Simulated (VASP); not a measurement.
## HfN: relaxation of cell and atoms with LDA

The system is HfN.

```
Hf N
1.0
     0.00000    2.25600    2.25600
     2.25600    0.00000    2.25600
     2.25600    2.25600    0.00000
Hf N
1 1
Direct
  0.00000 0.00000 0.00000
  0.50000 0.50000 0.50000
```

```json
{
 "Program": "VASP 6.6.1",
 "Task": "relaxation of cell and atoms",
 "Functional": "LDA",
 "Potentials or basis": "VASP PAW LDA potentials, release 64 (Hf_pv, N)",
 "Cutoff": "600 eV",
 "k mesh": "8 × 8 × 8",
 "Occupations": "fermi-dirac, width 0.05 eV",
 "Spin": "no spin polarisation",
 "Ladder": "gaps",
 "Further INCAR settings": "ALGO = Normal; EDIFF = 1e-06; IBRION = 2; EDIFFG = -0.005; NSW = 60; ISIF = 3"
}
```

The relaxed volume is 11.11 Å³/atom, the relaxed cell is a = 3.156 Å, b = 3.156 Å, c = 3.156 Å, α = 60.00°, β = 60.00°, γ = 60.00° and the space group after relaxing (to 0.05 Å) is Fm-3m (No. 225). The energy gained by relaxing is 11.1 meV/atom and the ionic steps are 4. The pressure after relaxing is 0.0 GPa and the band gap on the k mesh is none (metal or under the smearing width).

The path:
| step | energy change (eV) | largest force (eV/Å) | pressure (GPa) | volume (Å³) |
| --- | --- | --- | --- | --- |
| 1 | 0.0000 | 0.0000 | -9.35 | 22.96 |
| 2 | 0.0753 | 0.0000 | 23.38 | 20.81 |
| 3 | -0.0222 | 0.0000 | -0.23 | 22.24 |
| 4 | -0.0222 | 0.0000 | -0.02 | 22.23 |

Final structure:
```
Hf N
1.0
     0.00000    2.23159    2.23159
     2.23159    0.00000    2.23159
     2.23159    2.23159    0.00000
Hf N
1 1
Cartesian
  2.2316 0.0000 2.2316
  2.2316 2.2316 2.2316
```

Levels at points of the mesh, in eV from the Fermi level:
```tsv
k point	band 5	band 6	band 7	band 8	band 9	band 10	band 11
(0.00, 0.00, 0.00)	-2.97	-2.97	-2.97	-0.41	-0.41	-0.41	2.00
(0.50, 0.00, 0.00)	-9.04	-6.32	-6.32	3.46	3.86	3.86	4.76
(0.50, 0.50, 0.00)	-5.26	-3.98	-3.60	-3.60	4.25	5.78	5.78
```

Run time: 16 s on 1 thread of Intel(R) Xeon(R) Platinum 8559C (Emerald Rapids), on a shared host, peak memory 0.16 GiB.

Spin-orbit coupling is left out, which matters for the levels of Hf. LDA usually gives volumes a few per cent too small.
